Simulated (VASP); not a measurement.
# Sr (Im-3m) in VASP: single point with PBE

Aim: the single point of Sr with PBE.

Everything below comes from runs of VASP 6.6.1. Logs are shortened: lines on timing, memory, paths and dates and some standing lists are left out, and cuts for length are marked.

## Step 1: The structure

It takes space group Im-3m (No. 229, cubic). The conventional cell has a = 4.756 Å, b = 4.756 Å, c = 4.756 Å, α = 90.00°, β = 90.00°, γ = 90.00°. Sr (site symmetry m-3m) is surrounded by 8 Sr at 4.12 Å.

The cell was built by a generator and needn't be a form met in nature.

## Step 2: Single point, PBE, non-collinear spin, zero start, spin-orbit coupling

The input, INCAR:

```
SYSTEM = Sr
PREC = Accurate
ENCUT = 520
EDIFF = 1E-7
ISMEAR = 0
SIGMA = 0.05
LREAL = .False.
LASPH = .True.
NELM = 150
ALGO = Fast
ISIF = 2
LWAVE = .False.
LCHARG = .False.
LNONCOLLINEAR = .True.
MAGMOM = 0 0 0
LORBIT = 11
LSORBIT = .True.
GGA_COMPAT = .False.
LORBMOM = .True.
GGA = PE
NBANDS = 21
```

The input, KPOINTS:

```
regular mesh
0
Gamma
  12 12 12
  0 0 0
```

The input, POSCAR:

```
Sr
1.0
   -2.3779443958      2.3779443958      2.3779443958
    2.3779443958     -2.3779443958      2.3779443958
    2.3779443958      2.3779443958     -2.3779443958
Sr
1
Direct
    0.0000000000      0.0000000000      0.0000000000
```

Potentials or basis: VASP PAW PBE potentials, release 64 (Sr_sv).

Launch:

```sh
$ cat potpaw_PBE.64/Sr_sv/POTCAR > POTCAR
$ mpirun -np 1 vasp_ncl > vasp.out
```

OUTCAR:

```text
SYSTEM = Sr
   PREC = Accurate
   ENCUT = 520
   EDIFF = 1E-7
   ISMEAR = 0
   LREAL = .False.
   LASPH = .True.
   NELM = 150
   ISIF = 2
   LNONCOLLINEAR = .True.
   LORBIT = 11
   LSORBIT = .True.
   GGA = PE

 ion  position               nearest neighbor table
   1  0.000  0.000  0.000-

  LATTYP: Found a body centered cubic cell.
 ALAT       =     4.7558887916

  Lattice vectors:

 A1 = (  -2.3779443958,   2.3779443958,   2.3779443958)
 A2 = (   2.3779443958,  -2.3779443958,   2.3779443958)
 A3 = (   2.3779443958,   2.3779443958,  -2.3779443958)

Analysis of symmetry for initial positions (statically):
=====================================================================
 Subroutine PRICEL returns:
 Original cell was already a primitive cell.

 Routine SETGRP: Setting up the symmetry group for a
 body centered cubic supercell.

 Subroutine GETGRP returns: Found 48 space group operations
 (whereof 48 operations were pure point group operations)
 out of a pool of 48 trial point group operations.

The static configuration has the point symmetry O_h .

Analysis of symmetry for dynamics (positions and initial velocities):
=====================================================================
 Subroutine PRICEL returns:
 Original cell was already a primitive cell.

 Routine SETGRP: Setting up the symmetry group for a
 body centered cubic supercell.

 Subroutine GETGRP returns: Found 48 space group operations
 (whereof 48 operations were pure point group operations)
 out of a pool of 48 trial point group operations.

The dynamic configuration has the point symmetry O_h .

Analysis of structural, dynamic, and magnetic symmetry:
=====================================================================
 Subroutine PRICEL returns:
 Original cell was already a primitive cell.

 Routine SETGRP: Setting up the symmetry group for a
 body centered cubic supercell.

 Subroutine GETGRP returns: Found 48 space group operations
 (whereof 48 operations were pure point group operations)
 out of a pool of 48 trial point group operations.

The overall configuration has the point symmetry O_h .

 Subroutine INISYM returns: Found 48 space group operations
 (whereof 48 operations are pure point group operations),
 and found     1 'primitive' translations

----------------------------------------------------------------------------------------

                                     Primitive cell

  volume of cell :      53.7855

  direct lattice vectors                    reciprocal lattice vectors
    -2.377944396  2.377944396  2.377944396     0.000000000  0.210265640  0.210265640
     2.377944396 -2.377944396  2.377944396     0.210265640  0.000000000  0.210265640
     2.377944396  2.377944396 -2.377944396     0.210265640  0.210265640  0.000000000

  length of vectors
     4.118720511  4.118720511  4.118720511     0.297360520  0.297360520  0.297360520

  position of ions in fractional coordinates (direct lattice)
     0.000000000  0.000000000  0.000000000

  ion indices of the primitive-cell ions
   primitive index   ion index
                 1           1

----------------------------------------------------------------------------------------

 KPOINTS: regular mesh

Automatic generation of k-mesh.
 Grid dimensions read from file:
 generate k-points for:   12   12   12

 Generating k-lattice:

  Cartesian coordinates                     Fractional coordinates (reciprocal lattice)
     0.000000000  0.017522137  0.017522137     0.083333333  0.000000000  0.000000000
     0.017522137  0.000000000  0.017522137     0.000000000  0.083333333  0.000000000
[... 52 lines left out ...]
   ISPIN  =      1    spin polarized calculation?
   LNONCOLLINEAR =      T non collinear calculations
   LSORBIT =      T    spin-orbit coupling
   LASPH  =      T    aspherical Exc in radial PAW
   ENCUT  =  520.0 eV  38.22 Ry    6.18 a.u.   7.66  7.66  7.66*2*pi/ulx,y,z
   NELM   =    150;   NELMIN=  2; NELMDL= -5     # of ELM steps
   EDIFF  = 0.1E-06   stopping-criterion for ELM
   LREAL  =      F    real-space projection
   EDIFFG = 0.1E-05   stopping-criterion for IOM
   NSW    =      0    number of steps for IOM
   IBRION =     -1    ionic relax: 0-MD 1-quasi-New 2-CG
   NFREE  =      0    steps in history (QN), initial steepest desc. (CG)
   ISIF   =      2    stress and relaxation
   ISYM   =      2    0-nonsym 1-usesym 2-fastsym
   POTIM  = 0.5000    time-step for ionic-motion
   TEBEG  =    0.0;   TEEND  =   0.0 temperature during run
   PSTRESS=    0.0 pullay stress
   NELECT =      10.0000    total number of electrons
   NUPDOWN=      -1.0000    fix difference up-down
   EMIN   =  10.00;   EMAX   =-10.00  energy-range for DOS
   EFERMI =   0.00;   METHOD = LEGACY
   ISMEAR =     0;   SIGMA  =   0.05  broadening in eV -4-tet -1-fermi 0-gaus
   EFERMI_NEDOS =   21; number of points for ismear=-14 and -15
   IALGO  =     68    algorithm
   IMIX   =      4    mixing-type and parameters
     AMIX     =   0.40;   BMIX     =  1.00
     AMIX_MAG =   1.60;   BMIX_MAG =  1.00
  volume/ion in A,a.u.               =      53.79       362.96
  Fermi-wavevector in a.u.,A,eV,Ry     =   0.934372  1.765707 11.878580  0.873051
  Thomas-Fermi vector in A             =   2.061170
   LORBIT       =     11    0 simple, 1 ext, 2 COOP (PROOUT), +10 PAW based schemes
   GGA     = PE    functional components
   LHFCALC =     F    Hartree Fock is set to
   AEXX    =    0.0000 exact exchange contribution
   IVDW    =     0    specifies the selected vdW correction
   LEPSILON=     F    determine dielectric tensor
   LRPA    =     F    only Hartree local field effects (RPA)
 RMM-DIIS sequential band-by-band and
 Gauss-broadening in eV      SIGMA  =   0.05
  energy-cutoff  :      520.00
  volume of cell :       53.79
 maximum number of plane-waves:      2962
   NGX = 15   NGY = 15   NGZ = 15

 number of electron      10.0000000 magnetization       0.0000000      0.0000000      0.0000000

 number of electron      10.0000000 magnetization       0.0000000     -0.0000000     -0.0000000

 number of electron      10.0000000 magnetization      -0.0000000      0.0000000      0.0000000

 Free energy of the ion-electron system (eV)
  ---------------------------------------------------
  ext. energy  EPLUGINS =         0.00000000
  ---------------------------------------------------
  free energy    TOTEN  =        -1.71961904 eV

  energy without entropy =       -1.71772010  energy(sigma->0) =       -1.71866957

 E-fermi :   1.6723     XC(G=0):  -7.4151

 val. band max:        1.6642710516   @ k =  -0.4167   0.5000   0.3333
 cond. band min:       1.6781692268   @ k =  -0.4167  -0.4167   0.2500
 fundamental gap:      0.0138981752
 Fermi energy:         1.6723472133

 k-point     1 :       0.0000    0.0000    0.0000
  band No.  band energies     occupation
      1     -34.9030      1.00000
      2     -34.9030      1.00000
      3     -17.5637      1.00000
      4     -17.5637      1.00000
      5     -16.4178      1.00000
      6     -16.4178      1.00000
[... 565 lines left out ...]
     20       6.9688      0.00000
     21       7.3569      0.00000

 [... further k-points ...]

------------------------ aborting loop because EDIFF is reached ----------------------------------------

  FORCE on cell =-STRESS in cart. coord.  units (eV):
  Direction    XX          YY          ZZ          XY          YZ          ZX
  --------------------------------------------------------------------------------------
  -------------------------------------------------------------------------------------
  Total       -0.0035443     -0.0035443     -0.0035443      0.0000000      0.0000000     -0.0000000
  in kB       -0.1055790     -0.1055790     -0.1055790      0.0000000      0.0000000     -0.0000000
  external PRESSURE =      -0.1055790 kB  Pullay stress =       0.0000000 kB

 VOLUME and BASIS-vectors are now :
 -----------------------------------------------------------------------------
  energy-cutoff  :      520.00
  volume of cell :       53.79
      direct lattice vectors                 reciprocal lattice vectors
    -2.377944396  2.377944396  2.377944396     0.000000000  0.210265640  0.210265640
     2.377944396 -2.377944396  2.377944396     0.210265640  0.000000000  0.210265640
     2.377944396  2.377944396 -2.377944396     0.210265640  0.210265640  0.000000000

 POSITION                                       TOTAL-FORCE (eV/Angst)
 -----------------------------------------------------------------------------------
      0.00000      0.00000      0.00000         0.000000      0.000000      0.000000
 -----------------------------------------------------------------------------------
    total drift:                                0.000000      0.000000      0.000000

  FREE ENERGIE OF THE ION-ELECTRON SYSTEM (eV)
  ---------------------------------------------------
  free  energy   TOTEN  =        -1.7196190402 eV

  energy  without entropy=       -1.7177201009  energy(sigma->0) =       -1.71866957

 orbital moment (x)

 # of ion     p       d       tot
 ----------------------------------------
  1         0.000  -0.000  -0.000
 ----------------------------------------
            0.000  -0.000  -0.000

 orbital moment (y)

 # of ion     p       d       tot
 ----------------------------------------
  1         0.000   0.000   0.000
 ----------------------------------------
            0.000   0.000   0.000

 orbital moment (z)

 # of ion     p       d       tot
 ----------------------------------------
  1         0.000  -0.000  -0.000
 ----------------------------------------
            0.000  -0.000  -0.000

 Spin-Orbit-Coupling matrix elements

 Ion:    1  E_soc:     -0.1774269
 l=   1
     0.0000000    -0.0295762    -0.0295762
    -0.0295762     0.0000000    -0.0295762
    -0.0295762    -0.0295762     0.0000000
 l=   2
     0.0000000     0.0000056     0.0000000     0.0000056    -0.0000006
     0.0000056     0.0000000    -0.0000004     0.0000056    -0.0000001
     0.0000000    -0.0000004     0.0000000    -0.0000004     0.0000000
     0.0000056     0.0000056    -0.0000004     0.0000000    -0.0000001
    -0.0000006    -0.0000001     0.0000000    -0.0000001     0.0000000
 l=   3
     0.0000000     0.0000000     0.0000000     0.0000000     0.0000000     0.0000000     0.0000000
     0.0000000     0.0000000     0.0000000     0.0000000     0.0000000     0.0000000     0.0000000
     0.0000000     0.0000000     0.0000000     0.0000000     0.0000000     0.0000000     0.0000000
     0.0000000     0.0000000     0.0000000     0.0000000     0.0000000     0.0000000     0.0000000
     0.0000000     0.0000000     0.0000000     0.0000000     0.0000000     0.0000000     0.0000000
     0.0000000     0.0000000     0.0000000     0.0000000     0.0000000     0.0000000     0.0000000
     0.0000000     0.0000000     0.0000000     0.0000000     0.0000000     0.0000000     0.0000000

 total charge

# of ion       s       p       d       tot
------------------------------------------
    1        2.064   5.731   0.143   7.939

 magnetization (x)

# of ion       s       p       d       tot
------------------------------------------
    1        0.000  -0.000  -0.000  -0.000

 magnetization (y)

# of ion       s       p       d       tot
------------------------------------------
    1        0.000  -0.000  -0.000  -0.000

 magnetization (z)

# of ion       s       p       d       tot
------------------------------------------
    1       -0.000   0.000  -0.000  -0.000
```

Wall time 5.6 min (1 thread of AMD EPYC 7R43 (Zen 3), shared host); peak memory 0.33 GiB.

What came out:

```
Free energy                                           : -1.7196 eV
Pressure                                              : 0.0 GPa
Net moment                                            : 0.00 μB per cell
Valence electrons inside the program's atomic spheres : Sr 7.94
```

Moments on the atoms (μB; x, y, z):
```
Sr  0.00 0.00 0.00
```
